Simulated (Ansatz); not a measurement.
**ZrN: levels along high-symmetry lines**

```
Zr N
1.0
     0.00000    2.28423    2.28423
     2.28423    0.00000    2.28423
     2.28423    2.28423    0.00000
Zr N
1 1
Direct
  0.00000 0.00000 0.00000
  0.50000 0.50000 0.50000
```

Atoms are numbered in the order listed.

The conventional cell has a = 4.568 Å, b = 4.568 Å, c = 4.568 Å, α = 90.00°, β = 90.00°, γ = 90.00°. Around Zr (atom 1) lie 6 N at 2.28 Å. N (atom 2) has 6 Zr at 2.28 Å as nearest neighbours.

The cell is COD entry 4303945, as deposited and not checked against the literature; nothing was relaxed.

Spin polarisation is left out, and whether a magnetic state lies lower isn't shown here.

Theory: DFT, PBE, all-electron LAPW, scalar-relativistic in Ansatz 0.2.0.

The runs use a Γ-centred 9×9×9 k mesh, Fermi–Dirac smearing of 0.01 eV, basis error target 0.25 meV/atom, no spin polarisation.

Points in fractions of the reciprocal vectors of this cell: Γ (0, 0, 0), X (0.5, 0, 0.5), U (0.625, 0.25, 0.625), K (0.375, 0.375, 0.75), L (0.5, 0.5, 0.5), W (0.5, 0.25, 0.75). The path joins them by straight lines in the order Γ–X–U–K–Γ–L–W–X; legs that retrace an earlier one aren't tabulated. Energies are in eV from the Fermi level.

Q: Metal or insulator at this level of theory?

A: No gap opens: metallic or semimetallic.

Q: Tabulate bands 17 to 21, counted from the lowest band of the run, along the path.

A: 
```
k (1/Å)  point  band 17  band 18  band 19  band 20  band 21
   0.00      Γ    -2.65    -2.65    -0.38    -0.38    -0.38
   0.34           -3.09    -3.09    -1.04     0.77     0.77
   0.69           -3.39    -3.39    -2.25     2.45     2.81
   1.03           -3.27    -3.27    -3.17     3.13     4.28
   1.38      X    -3.50    -3.14    -3.14     3.45     4.63
   1.50           -3.86    -3.27    -2.77     3.65     4.54
   1.62           -4.39    -3.60    -2.20     4.20     4.27
   1.74           -4.66    -4.03    -1.51     3.90     4.12
   1.86      U    -4.72    -4.46    -0.69     3.48     3.76
   2.07           -4.78    -4.72     0.07     2.45     4.14
   2.28           -4.84    -4.82     1.12     1.28     4.34
   2.49           -4.78    -4.72     0.07     2.45     4.14
   2.70      K    -4.72    -4.46    -0.69     3.48     3.76
   3.07           -5.35    -4.77     2.12     2.18     2.35
   3.43           -5.16    -4.30     0.90     0.94     2.79
   3.80           -3.87    -3.31    -0.03     0.01     0.76
   4.16      Γ    -2.65    -2.65    -0.38    -0.38    -0.38
   4.46           -3.43    -3.43    -0.01     0.06     0.06
   4.76           -4.61    -4.61     0.67     1.12     1.12
   5.06           -5.43    -5.43     1.90     2.45     2.45
   5.35      L    -5.72    -5.72     3.09     3.16     3.16
   5.60           -5.57    -5.54     2.36     2.75     3.30
   5.84           -5.19    -5.15     1.50     1.95     3.75
   6.08           -4.84    -4.82     1.12     1.28     4.34
   6.33      W    -4.73    -4.73     1.06     1.06     4.64
   6.50           -4.71    -4.64    -0.23     2.35     4.64
   6.67           -4.41    -4.40    -1.43     3.50     4.36
   6.84           -3.98    -3.56    -2.45     3.80     4.32
   7.01      X    -3.50    -3.14    -3.14     3.45     4.63
```
